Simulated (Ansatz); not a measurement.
**What PbF2 monolayer (1T) distorts into**

Wanted: the energy along a soft mode of PbF2 monolayer (1T) and the structure at the end.

Method: DFT PBEsol, scalar-relativistic, plane waves, PAW, in Ansatz 0.2.0.

This is a report of a sequence of runs, with most program output left out.

## Step 1: Set-up

The cell holds 3 atoms: 1 Pb and 2 F. Cell: a = 3.922 Å, b = 3.922 Å, c = 27.600 Å, α = 90.0°, β = 90.0°, γ = 120.0°. Vacuum lies along c.

As a file:

```cif
data_structure
_symmetry_space_group_name_H-M 'P 1'
_symmetry_Int_Tables_number 1
_cell_length_a 3.9218
_cell_length_b 3.9218
_cell_length_c 27.6000
_cell_angle_alpha 90.000
_cell_angle_beta 90.000
_cell_angle_gamma 120.000
_cell_volume 367.63
loop_
_atom_site_label
_atom_site_type_symbol
_atom_site_fract_x
_atom_site_fract_y
_atom_site_fract_z
_atom_site_occupancy
Pb1 Pb 0.00000 0.00000 0.36232 1
F2 F 0.33333 0.66667 0.39809 1
F3 F 0.66667 0.33333 0.32655 1
```

## Step 2: Phonons on a q mesh

The cell comes from relaxations at this level that are not shown. Stability and thermal properties need the whole zone. Linear response on a 3×3×1 q mesh gives force constants as far as a supercell of that size would, and the tensors from the zone-centre run are typed in so that the long-range dipole term is interpolated apart.

The input, input.yaml:

```yaml
crystal:
  lattice:
    - [3.9217949026, 0.0, 0.0]
    - [-1.9608974513, 3.3963740141, 0.0]
    - [0.0, 0.0, 27.6]
  atoms:
    - { symbol: Pb, position: [0.0, 0.0, 0.3623188406] }
    - { symbol: F, position: [0.3333333333, 0.6666666667, 0.3980907034] }
    - { symbol: F, position: [0.6666666667, 0.3333333333, 0.3265469778] }
  periodic: [true, true, false]
kpoints:
  mp_grid: { grid: [9, 9, 1] }
hamiltonian:
  xc: pbesol
scf:
  occupations: { method: fixed }
output:
  eigenvalues: true
phonons:
  method: dfpt
  qmesh: [3, 3, 1]
  temperatures: { t_max: 1000, t_step: 50 }
  qpath:
    path:
      - [0.0, 0.0, 0.0]
      - [0.5, 0.0, 0.0]
      - [0.33333333, 0.33333333, 0.0]
      - [0.0, 0.0, 0.0]
    npoints: 10
  isolated: true
  non_analytic_term:
    high_frequency_dielectric_tensor: [[1.3774, 0.0, 0.0], [0.0, 1.3774, 0.0], [0.0, 0.0, 1.0926]]
    born_effective_charges:
      - { species: Pb, tensor: [[3.7234, 0.0, 0.0], [0.0, 3.7234, 0.0], [0.0, 0.0, 0.6823]] }
      - { species: F, tensor: [[-1.8617, 0.0, 0.0], [0.0, -1.8617, 0.0], [0.0, 0.0, -0.3411]] }
      - { species: F, tensor: [[-1.8617, 0.0, 0.0], [0.0, -1.8617, 0.0], [0.0, 0.0, -0.3411]] }
    source: "zone-centre run at this cell"
```

Command:

```
$ ansatz run input.yaml --threads 8 --pin off --max-ram 14336MiB --backend cpu --events-out ev --progress --plain --runs-dir out
```

The job ended after 50 s (8 threads of Intel Xeon Platinum 8488C (Sapphire Rapids), shared host; peak memory 1.6 GiB; 5.9 min of CPU time).

Numbers from this step:

```yaml
gap_on_the_k_mesh: 3.357 eV
sum_rule_residual_before_enforcement: 7.85e-5 eV/Å²
lowest_frequency_on_the_path: -68.70 cm⁻¹
point_group: -3m
highest_frequency_on_the_path_or_at_a_solved_wavevector: 339.6 cm⁻¹
area_per_atom: 4.44 Å²
highest_optical_mode_at_the_zone_centre_no_lo_to_term: 244.8 cm⁻¹
lowest_optical_zone_centre_mode: 98.78 cm⁻¹
lowest_mode_on_the_q_mesh_acoustic_modes_at_gamma_apart: -57.35 cm⁻¹
```

Frequencies (cm⁻¹) solved at each irreducible wavevector; negative means imaginary. Frequencies by wavevector, by row:

| q in reciprocal lattice units | star | mode 1 | mode 2 | mode 3 | mode 4 | mode 5 | mode 6 | mode 7 | mode 8 | mode 9 |
| --- | --- | --- | --- | --- | --- | --- | --- | --- | --- | --- |
| 0 0 0 | 1 | 0 | 0 | 0 | 98.8 | 98.8 | 231.5 | 231.8 | 244.8 | 244.8 |
| 0 0.3333 0 | 6 | -26.5 | 47.1 | 87.7 | 97.2 | 144 | 197.8 | 204.3 | 217.3 | 318.9 |
| 0.3333 0.3333 0 | 2 | -57.4 | 92.4 | 92.4 | 94.8 | 159.7 | 159.7 | 190.9 | 190.9 | 316.2 |

Interpolated from a 3×3×1 q mesh, with the LO-TO term (at Γ the limit along the path; where Γ stands inside the path, tables give the limit on arrival). Phonon branches along the path, in cm⁻¹:

| point | branch 1 | branch 2 | branch 3 | branch 4 | branch 5 | branch 6 | branch 7 | branch 8 | branch 9 |
| --- | --- | --- | --- | --- | --- | --- | --- | --- | --- |
| Γ | 0 | 0 | 0 | 99 | 99 | 232 | 232 | 245 | 245 |
| halfway | 9 | 38 | 65 | 109 | 181 | 208 | 215 | 225 | 305 |
| M | -69 | 35 | 77 | 90 | 108 | 190 | 200 | 212 | 340 |
| halfway | -62 | 67 | 93 | 106 | 117 | 185 | 190 | 202 | 327 |
| K | -57 | 92 | 92 | 95 | 160 | 160 | 191 | 191 | 316 |
| halfway | -8 | 46 | 74 | 127 | 171 | 194 | 206 | 222 | 305 |
| Γ | 0 | 0 | 0 | 99 | 99 | 232 | 232 | 245 | 245 |

Symmetry leaves 3 wavevectors to solve. The lowest mode among them, the acoustic zeros apart, lies at q = (0.333, 0.333, 0) and is imaginary, 57.4i cm⁻¹, so the energy falls along it. Between them the interpolated path dips to 69i cm⁻¹.

## Step 3: The mode frozen in, largest atomic shift 0 Å

The mode followed lies at q = (0.333, 0.333, 0) with frequency 57.3i cm⁻¹, the softest among the wavevectors solved. At small amplitude the distorted cell has space group no. 147 by a symmetry search on the positions. The undistorted cell that holds it gives the zero of energy on the same k mesh.

System of this step: PbF2 monolayer (1T). The cell holds 9 atoms: 3 Pb and 6 F. Its edges and angles: a = 6.793 Å, b = 6.793 Å, c = 27.600 Å, α = 90.0°, β = 90.0°, γ = 60.0°. It derives from PbF2. Vacuum lies along c.

The input, input.yaml:

```yaml
crystal:
  lattice:
    - [5.8826923539, 3.3963740141, 0.0]
    - [0.0, 6.7927480282, 0.0]
    - [0.0, 0.0, 27.6]
  atoms:
    - { symbol: Pb, position: [0.0, 1.0, 0.3623188406] }
    - { symbol: Pb, position: [0.3333333333, 0.3333333333, 0.3623188406] }
    - { symbol: Pb, position: [0.6666666667, 0.6666666667, 0.3623188406] }
    - { symbol: F, position: [0.0, 0.3333333333, 0.3980907034] }
    - { symbol: F, position: [0.3333333333, 0.6666666667, 0.3980907034] }
    - { symbol: F, position: [0.6666666667, 1.0, 0.3980907034] }
    - { symbol: F, position: [0.3333333333, 1.0, 0.3265469778] }
    - { symbol: F, position: [0.6666666667, 0.3333333333, 0.3265469778] }
    - { symbol: F, position: [1.0, 0.6666666667, 0.3265469778] }
  periodic: [true, true, false]
kpoints:
  mp_grid: { grid: [6, 6, 1] }
hamiltonian:
  xc: pbesol
scf:
  occupations: { method: gaussian, width: 0.02 }
output:
  forces: true
  stress: true
  eigenvalues: true
```

The job ended after 4.5 s (8 threads; peak memory 2.4 GiB).

This step gave:

- energy from the undistorted cell: 0 meV/atom

## Step 4: The mode frozen in, largest atomic shift 0.32 Å

The atoms are moved along the unstable eigenvector, the largest shift by 0.32 Å, with the cell fixed.

The input, input.yaml:

```yaml
crystal:
  lattice:
    - [5.8826923539, 3.3963740141, 0.0]
    - [0.0, 6.7927480282, 0.0]
    - [0.0, 0.0, 27.6]
  atoms:
    - { symbol: Pb, position: [1.439e-07, 0.9999998561, 0.3692444101] }
    - { symbol: Pb, position: [0.3333333333, 0.3333333333, 0.362319074] }
    - { symbol: Pb, position: [0.6666665228, 0.6666668105, 0.3553932889] }
    - { symbol: F, position: [-0.0271993252, 0.3877287275, 0.3980906114] }
    - { symbol: F, position: [0.3877287276, 0.6394700915, 0.3980907954] }
    - { symbol: F, position: [0.6394666512, 0.9728031542, 0.3980907034] }
    - { symbol: F, position: [0.2789379391, 1.0271963654, 0.3265468858] }
    - { symbol: F, position: [0.6938632419, 0.2789379391, 0.3265470698] }
    - { symbol: F, position: [1.0271968458, 0.6938666821, 0.3265469778] }
  periodic: [true, true, false]
kpoints:
  mp_grid: { grid: [6, 6, 1] }
hamiltonian:
  xc: pbesol
scf:
  occupations: { method: gaussian, width: 0.02 }
output:
  forces: true
  stress: true
  eigenvalues: true
```

Elapsed: 4.6 s, on 8 threads; peak memory 2.6 GiB.

This step gave:

| Quantity | Value |
| --- | --- |
| gap on the k-mesh | 3.683 eV |
| energy from the undistorted cell | -10.28 meV/atom |

The energy, extrapolated to zero smearing, is -10.28 meV/atom against the undistorted cell.

## Step 5: Energy along the mode, all amplitudes (two of the runs are shown above)

An imaginary frequency means negative curvature, so the energy should fall and then rise again as anharmonic terms take over.

This step gave:

| Quantity | Value |
| --- | --- |
| depth at the lowest point sampled | 10.28 meV/atom |
| largest atomic shift at that point | 0.32 Å |

Table of energy from the parent by largest atomic shift:

| largest atomic shift (Å) | energy from the parent (meV/atom) |
| --- | --- |
| 0.000 | 0 |
| 0.040 | -0.279 |
| 0.080 | -1.09 |
| 0.140 | -3.12 |
| 0.220 | -6.63 |
| 0.320 | -10.3 |
| 0.450 | -9.05 |
| 0.600 | 7.78 |

Displacement at unit largest shift by atom:

| atom | x (Å) | y (Å) | z (Å) | size |
| --- | --- | --- | --- | --- |
| Pb1 | 0.00 | 0.00 | 0.60 | 0.60 |
| Pb2 | 0.00 | 0.00 | 0.00 | 0.00 |
| Pb3 | 0.00 | 0.00 | -0.60 | 0.60 |
| F4 | -0.50 | 0.87 | 0.00 | 1.00 |
| F5 | 1.00 | 0.00 | 0.00 | 1.00 |
| F6 | -0.50 | -0.87 | 0.00 | 1.00 |
| F7 | -1.00 | 0.00 | 0.00 | 1.00 |
| F8 | 0.50 | -0.87 | 0.00 | 1.00 |
| F9 | 0.50 | 0.87 | 0.00 | 1.00 |

The lowest of the steps tried is at 0.32 Å, 10.3 meV/atom below the parent; the bottom of the well need not coincide with a step.

## Step 6: Relaxing from the distorted cell

Starting from the lowest point found, all atoms and the cell are let go, so that strain and other modes of the same symmetry can join in.

Edit input.yaml of step 4 so:

```diff
@@ -21,3 +21,3 @@
 scf:
-  occupations: { method: gaussian, width: 0.02 }
+  occupations: { method: fixed }
 output:
@@ -26 +26,10 @@
   eigenvalues: true
+  write_density: true
+  write_potential: true
+  elf: true
+  volumetric_format: npy
+relax:
+  adjacent_minimum: "off"
+  f_tol: 0.002
+  max_steps: 120
+  cell: { stress_2d_tol: 0.005 }
```

The job ended after 61 s (8 threads; peak memory 2.6 GiB).

Relaxation path:

| step | energy less that of the first step (eV) | largest force component (eV/Å) | volume (Å³) |
| --- | --- | --- | --- |
| 1 | 0.0000 | 0.3662 | 1102.89 |
| 2 | -0.1027 | 0.1444 | 1099.32 |
| 3 | -0.1484 | 0.1623 | 1081.77 |
| 4 | -0.1684 | 0.0227 | 1067.30 |
| 5 | -0.1731 | 0.0157 | 1060.38 |
| 6 | -0.1735 | 0.0050 | 1059.95 |
| 7 | -0.1735 | 0.0026 | 1059.93 |
| 8 | -0.1735 | 0.0003 | 1060.03 |
| 9* | -0.1591 | 0.0005 | 1060.03 |
| 10 | -0.1618 | 0.0005 | 1055.43 |
| 11 | -0.1621 | 0.0002 | 1054.80 |
| 12* | -0.1594 | 0.0002 | 1054.80 |
| 13 | -0.1596 | 0.0002 | 1054.31 |
| 14* | -0.1593 | 0.0002 | 1054.31 |

Relaxation steps marked * repeat the geometry before them on a plane-wave basis chosen anew for their cell, so energy and pressure can jump there.

The run keeps the 6 symmetry operations that it works with, so distortions that break them were not tested.

| cell as run | before | after | change |
| --- | --- | --- | --- |
| a (Å) | 6.793 | 6.641 | -2.2 % |
| b (Å) | 6.793 | 6.641 | -2.2 % |

The atoms that moved most (Å, along periodic axes as changes of fractional coordinates times the final cell, across vacuum about the mean position):

| atom | dx | dy | dz | length |
| --- | --- | --- | --- | --- |
| Pb1 | 0.000 | 0.000 | 0.331 | 0.331 |
| Pb3 | 0.000 | 0.000 | -0.331 | 0.331 |
| F7 | -0.105 | -0.039 | 0.092 | 0.145 |
| F8 | 0.086 | -0.072 | 0.092 | 0.145 |
| F4 | -0.086 | 0.072 | -0.092 | 0.145 |
| F6 | -0.019 | -0.110 | -0.092 | 0.145 |
| F5 | 0.105 | 0.039 | -0.092 | 0.145 |
| F9 | 0.019 | 0.110 | 0.092 | 0.145 |

Numbers from this step:

* gap on the k-mesh: 3.852 eV
* area per atom: 4.244 Å²

ELF in the ac plane at fractional y = 0.000, with atoms of Pb and F within 0.2 Å of it. It is the smooth field of the valence electrons, not physical close to the nuclei.

Values, 13 rows by 16 columns, each cell a mean:
```
0.00 0.00 0.00 0.00 0.00 0.00 0.00 0.00 0.00 0.00 0.00 0.00 0.00 0.00 0.00 0.00
0.00 0.00 0.00 0.00 0.00 0.00 0.00 0.00 0.00 0.00 0.00 0.00 0.00 0.00 0.00 0.00
0.00 0.00 0.00 0.00 0.00 0.00 0.00 0.00 0.00 0.00 0.00 0.00 0.00 0.00 0.00 0.00
0.00 0.00 0.00 0.00 0.00 0.00 0.00 0.00 0.00 0.00 0.00 0.00 0.00 0.00 0.00 0.00
0.00 0.00 0.00 0.00 0.00 0.00 0.00 0.00 0.00 0.00 0.00 0.00 0.00 0.00 0.00 0.00
0.00 0.00 0.00 0.00 0.00 0.00 0.00 0.00 0.00 0.00 0.00 0.00 0.00 0.00 0.00 0.00
0.12 0.08 0.03 0.01 0.00 0.00 0.00 0.00 0.01 0.01 0.01 0.00 0.00 0.00 0.04 0.10
0.40 0.45 0.43 0.21 0.04 0.01 0.03 0.23 0.51 0.58 0.57 0.48 0.15 0.17 0.41 0.41
0.14 0.19 0.38 0.56 0.61 0.62 0.43 0.13 0.15 0.23 0.25 0.16 0.05 0.10 0.19 0.15
0.00 0.01 0.08 0.17 0.20 0.17 0.09 0.02 0.00 0.00 0.00 0.00 0.00 0.00 0.00 0.00
0.00 0.00 0.00 0.00 0.00 0.00 0.00 0.00 0.00 0.00 0.00 0.00 0.00 0.00 0.00 0.00
0.00 0.00 0.00 0.00 0.00 0.00 0.00 0.00 0.00 0.00 0.00 0.00 0.00 0.00 0.00 0.00
0.00 0.00 0.00 0.00 0.00 0.00 0.00 0.00 0.00 0.00 0.00 0.00 0.00 0.00 0.00 0.00
```
Columns run along a (6.6 Å), rows up along c (27.6 Å). Atoms in or near the plane, at fractional coordinates: Pb at (0.00, 0.38), F at (0.26, 0.33).

Electrostatic potential energy in the ac plane at fractional y = 0.000, with atoms of Pb and F within 0.2 Å of it. With pseudopotentials it is smooth inside the atoms' cores, unlike the true potential.

Ten even steps from '0' (-23 eV) to '9' (0 eV), each cell a mean:
```
999999999999999999
999999999999999999
999999999999999999
999999999999999999
999999999999999999
999999999999999999
999999999999999999
999999999999999999
999999999999999999
999999999999999999
999999999999999999
999999999999999999
999999999999999999
678899999998999876
001589999600277300
124533589888998632
999744599999999999
999999999999999999
999999999999999999
999999999999999999
999999999999999999
999999999999999999
999999999999999999
999999999999999999
```
Columns run along a (6.6 Å; values clipped at the 3rd and 97th percentile), rows up along c (27.6 Å). Atoms in or near the plane, at fractional coordinates: Pb at (0.00, 0.38), F at (0.26, 0.33).

Valence density in the ac plane at fractional y = 0.000, with atoms of Pb and F within 0.2 Å of it. It is the smooth field of the valence electrons, not physical close to the nuclei.

Ten steps, logarithmic in the rise over the least value, from '0' (0.00 × 1e0 e/Å³) to '9' (6.07 × 1e0 e/Å³), each cell a mean:
```
000000000000000000
000000000000000000
000000000000000000
000000000000000000
000000000000000000
000000000000000000
000000000000000000
000000000000000000
000000000000000000
000000000000000000
000000000000000000
000000000000000000
000000000000000000
321000000234311123
986311012599843479
765588732233211357
012588631000000000
000000000000000000
000000000000000000
000000000000000000
000000000000000000
000000000000000000
000000000000000000
000000000000000000
```
Columns run along a (6.6 Å), rows up along c (27.6 Å). Atoms in or near the plane, at fractional coordinates: Pb at (0.00, 0.38), F at (0.26, 0.33).

The distorted start has space group P-3; the relaxation ends in P-3.

## Step 7: The new phase in its own primitive cell

The relaxed structure is symmetrised, reduced to its primitive cell and relaxed tightly, as its phonons need.

The input, input.yaml:

```yaml
crystal:
  lattice:
    - [5.7516789872, 3.3207334116, 0.0]
    - [0.0, 6.6414668231, 0.0]
    - [0.0, 0.0, 27.6]
  atoms:
    - { symbol: Pb, position: [0.0, 1.0, 0.3812542239] }
    - { symbol: Pb, position: [0.3333333333, 0.3333333333, 0.3623188685] }
    - { symbol: Pb, position: [0.6666666667, 0.6666666667, 0.3433835132] }
    - { symbol: F, position: [-0.0421488475, 0.4059811272, 0.3947634509] }
    - { symbol: F, position: [0.4059811272, 0.6361677202, 0.3947634509] }
    - { symbol: F, position: [0.6361677202, 0.9578511525, 0.3947634509] }
    - { symbol: F, position: [0.2606855394, 1.0304989464, 0.3298742861] }
    - { symbol: F, position: [0.7088155141, 0.2606855394, 0.3298742861] }
    - { symbol: F, position: [1.0304989464, 0.7088155141, 0.3298742861] }
  periodic: [true, true, false]
kpoints:
  mp_grid: { grid: [6, 6, 1] }
hamiltonian:
  xc: pbesol
scf:
  occupations: { method: fixed }
output:
  forces: true
  stress: true
  eigenvalues: true
relax:
  adjacent_minimum: "off"
  f_tol: 0.001
  max_steps: 60
  cell: { stress_2d_tol: 0.002 }
```

The job ended after 9.6 s (8 threads; peak memory 2.5 GiB; 64 s of CPU time).

Little changed from the start: no atom moved by 0.005 Å and no cell edge by 0.1 %.

This step gave:

```
direct gap on mesh : 3.852 eV
```

The largest force component left is 0.20 meV/Å, within the tolerances set.

## Step 8: Outcome

```json
{
 "unstable mode of the parent": "q = (0.333, 0.333, 0), 57i cm⁻¹",
 "depth at the lowest point sampled": "10.3 meV/atom",
 "largest atomic shift at that point": "0.32 Å",
 "space group reached (within 0.01 Å)": "P-3",
 "energy gained over the parent (first relaxation, on the mesh of the frozen mode)": "28.0 meV/atom",
 "area per atom, phase reached": "4.24 Å²",
 "gap on the k-mesh, phase reached": "3.85 eV"
}
```

What this shows: Along this mode the structure falls into P-3, 28.0 meV/atom below the parent. At the parent's cell the well is 10.28 meV/atom deep on the steps tried, with its lowest point at a shift of 0.32 Å. Relaxing atoms and cell changes the gain by +17.70 meV/atom against the lowest step (energies at zero smearing). Most of the total comes from this relaxation. The modes of the phase reached were not computed on this path. Of the 2 patterns followed to their end from this parent, this one reaches the lowest energy. Each path keeps the symmetry of its pattern, so a lower phase may lie along a pattern not tried. In a sheet or slab the interpolated bending branch near Γ is rough, since the rotational sum rule isn't imposed. Spin-orbit coupling is left out, which can matter for the heavy elements here. The starting cell was built on a prototype and not taken from a measurement.

[Logs are printed without paths, hosts, clocks, repeated set-up lines and the standing remarks that a program may print on its own settings, such as how far it seeks lower states.]

[Hosts, paths, dates, database ids (printed as entryN), source tags and the programs' standing remarks are cut or masked in the printed files.]
